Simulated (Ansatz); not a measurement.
Runs of Ansatz 0.2.0 on NaH. Symmetry: Fm-3m, No. 225, cubic system. Conventional cell: a = 4.880 Å, b = 4.880 Å, c = 4.880 Å, α = 90.00°, β = 90.00°, γ = 90.00°. Na (site symmetry m-3m) has 6 H at 2.44 Å as nearest neighbours. H (site symmetry m-3m) has 6 Na at 2.44 Å as nearest neighbours. 

| cell | gap on the mesh (eV) | pressure (GPa) |
| --- | --- | --- |
| relaxed to 20 GPa | 4.72 | 20.0 |
| relaxed to 5 GPa | (b) | 5.0 |
| relaxed to 10 GPa | 4.42 | 10.0 |
| relaxed to 30 GPa | (a) | 30.0 |
| relaxed | 3.92 | 0.0 |

Alike in all rows: task relaxation of cell and atoms; level PBEsol; potentials or basis all-electron LAPW, scalar-relativistic; no spin polarisation; k mesh 9 × 9 × 9; smearing fermi-dirac 0.05 eV; basis error allowed 0.001 eV/atom.

**Question.** Fill in the values left out.

**Answer.** (a) 4.95; (b) 4.21.

Caveats: an odd mesh through Γ misses points on the zone boundary, where band edges often lie.
